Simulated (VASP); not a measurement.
Input of a VASP 6.6.1 run:

INCAR

```
SYSTEM = Re
ALGO = Normal
DIPOL = 0.5 0.5 0.500
EDIFF = 1E-7
ENCUT = 520
GGA = PE
IDIPOL = 3
ISIF = 2
ISMEAR = -1
LASPH = .True.
LCHARG = .False.
LDIPOL = .True.
LREAL = .False.
LWAVE = .False.
NBANDS = 26
NELM = 80
PREC = Accurate
SIGMA = 0.05
```

KPOINTS

```
k-points
0
Gamma
  11 11 1
  0 0 0
```

POSCAR

```
Re
1.0
    2.7653363785      0.0000000000      0.0000000000
   -1.3826681892      2.3948515538      0.0000000000
    0.0000000000      0.0000000000     23.9471532600
Re
5
Direct
    0.3333333300      0.6666666600      0.3131896271
    0.6666666700      0.3333333400      0.4065948136
    0.3333333300      0.6666666600      0.5000000000
    0.6666666700      0.3333333400      0.5934051864
    0.3333333300      0.6666666600      0.6868103729
```

Potentials or basis: VASP PAW PBE potentials, release 64 (Re).

The run is started by

```sh
$ cat potpaw_PBE.64/Re/POTCAR > POTCAR
$ mpirun -np 1 vasp_std > vasp.out
```

(1) What does it give for the band gap on the k mesh?

(2) What does it give for the largest force?

Answers

(1) none (metal or under the smearing width).

(2) 1.106 eV/Å.
